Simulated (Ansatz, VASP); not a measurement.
# Al in VASP and in Ansatz

```
Al
1.0
     0.00000    2.03821    2.03821
     2.03821    0.00000    2.03821
     2.03821    2.03821    0.00000
Al
1
Direct
  0.00000 0.00000 0.00000
```

Alike in both runs: task single point; functional RPBE; dispersion D4; k mesh 11 × 11 × 11; occupations fermi-dirac, width 0.05 eV; no spin polarisation.

```csv
,VASP,Ansatz
version,VASP 6.6.1,Ansatz 0.2.0
potentials or method,"VASP PAW PBE potentials, release 64 (Al)",Ansatz PAW
plane-wave cutoff (eV),520,420
valence electrons in the cell,3,3
```

Ansatz gave:

| Property | Result |
| --- | --- |
| gap on the k mesh at the Fermi level (eV) | none |
| pressure (GPa) | -6.2 |
| dispersion energy (meV/atom) | -642.6 |

Q: What did VASP give for the same quantities?

A: gap on the k mesh at the Fermi level (eV): none; pressure (GPa): -6.4; dispersion energy (meV/atom): -642.5.

A gap of «none» marks a metal or a gap that the smearing closes.

Caveats: pairwise dispersion overbinds metals, which lowers pressure and volume; the PAW data sets were made with another functional, which shifts forces and pressure a little (VASP); the PAW data sets come from PBE, with cores solved anew for the run's functional, which leaves a small shift of forces and pressure (Ansatz).
